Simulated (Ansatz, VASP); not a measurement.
## One calculation of LiSe3, two programs

```
Se Li
1.0
     5.26663    0.00000    0.00000
     0.00000    3.64885    0.00000
    -1.19664    0.00000    9.11397
Se Li
6 2
Direct
  0.76200 0.25000 0.55400
  0.23800 0.75000 0.44600
  0.45600 0.25000 0.17400
  0.54400 0.75000 0.82600
  0.88800 0.25000 0.16900
  0.11200 0.75000 0.83100
  0.28500 0.25000 0.65600
  0.71500 0.75000 0.34400
```

The cell was built by a generator and needn't be a form met in nature.

Alike in both runs: task single point; functional r2SCAN; k mesh 4 × 5 × 2; occupations fermi-dirac, width 0.0993 eV; no spin polarisation.

|  | VASP | Ansatz |
| --- | --- | --- |
| version | VASP 6.6.1 | Ansatz 0.2.0 |
| potentials or method | VASP PAW PBE potentials, release 64 (Se, Li_sv) | PAW plane waves |
| plane-wave cutoff (eV) | 520 | 550 |
| valence electrons in the cell | 42 | 102 |

```tsv
	VASP	Ansatz	Ansatz less VASP
gap on the k mesh at the Fermi level (eV)	none	none	-
rms of the force components (eV/Å)	0.401	0.393	-0.0088
```

A gap of «none» marks a metal or a gap that the smearing closes. With one functional, cell and mesh, what is left measures potentials, basis and numerics. The two sets of potentials don't hold the same shells in valence.

Caveats: the PAW data sets were made with another functional, which shifts forces and pressure a little (VASP).
